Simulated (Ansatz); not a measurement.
# PtSe2: the cost of one run

Method: DFT PBEsol, scalar-relativistic, plane waves, PAW, in Ansatz 0.2.0.

The COD entry's cell or inner coordinates are ideal or old and differ from later refinements, so a difference from it is no clean test against experiment.

3 further runs of the same task are left out: 1 for a known fault of the program, 2 set aside as unsound or not needed.

## 1. The structure to begin with

Symmetry: P-3m1, No. 164, trigonal system. Conventional cell: a = 3.761 Å, b = 3.761 Å, c = 4.863 Å, α = 90.00°, β = 90.00°, γ = 120.00°. Around Pt (site symmetry -3m) lie 6 Se at 2.51 Å. Around Se (site symmetry 3m) lie 3 Pt at 2.51 Å.

Structure file:

```cif
data_structure
_symmetry_space_group_name_H-M 'P-3m1'
_symmetry_Int_Tables_number 164
_cell_length_a 3.7607
_cell_length_b 3.7607
_cell_length_c 4.8633
_cell_angle_alpha 90.000
_cell_angle_beta 90.000
_cell_angle_gamma 120.000
_cell_volume 59.57
loop_
_atom_site_label
_atom_site_type_symbol
_atom_site_symmetry_multiplicity
_atom_site_Wyckoff_symbol
_atom_site_fract_x
_atom_site_fract_y
_atom_site_fract_z
_atom_site_occupancy
Pt1 Pt 1 a 0.00000 0.00000 0.00000 1
Se1 Se 2 d 0.33333 0.66667 0.26068 1
```

This cell was relaxed beforehand with the same method: volume 19.86 Å³/atom, gap on the mesh none (metal).

## 2. Bulk reference on the slab's mesh

The input, input.yaml:

```yaml
crystal:
  lattice:
    - [3.7607248992, 0.0, 0.0]
    - [0.0, 8.1290185437, 0.0]
    - [1.8803624496, 2.6097341933, 1.9484805018]
  atoms:
    - { symbol: Pt, position: [0.0, 0.0, 0.0] }
    - { symbol: Se, position: [0.0726578712, 0.7393245379, 0.8546842576] }
    - { symbol: Se, position: [0.9273421288, 0.2606754621, 0.1453157424] }
basis:
  ecutwfc: 420
kpoints:
  mp_grid: { grid: [9, 5, 17] }
hamiltonian:
  xc: pbesol
scf:
  occupations: { method: gaussian, width: 0.1 }
output:
  forces: true
  stress: true
  eigenvalues: true
```

The run is started by

```
$ ansatz run input.yaml --threads 4 --pin off --max-ram 10240MiB --backend cpu --events-out ev --progress --plain --runs-dir out
```

Q: Estimate wall time and peak memory on 4 threads of Intel Xeon 6975P-C (Granite Rapids), shared host.

About 4.5 s, with a peak of 0.81 GiB.
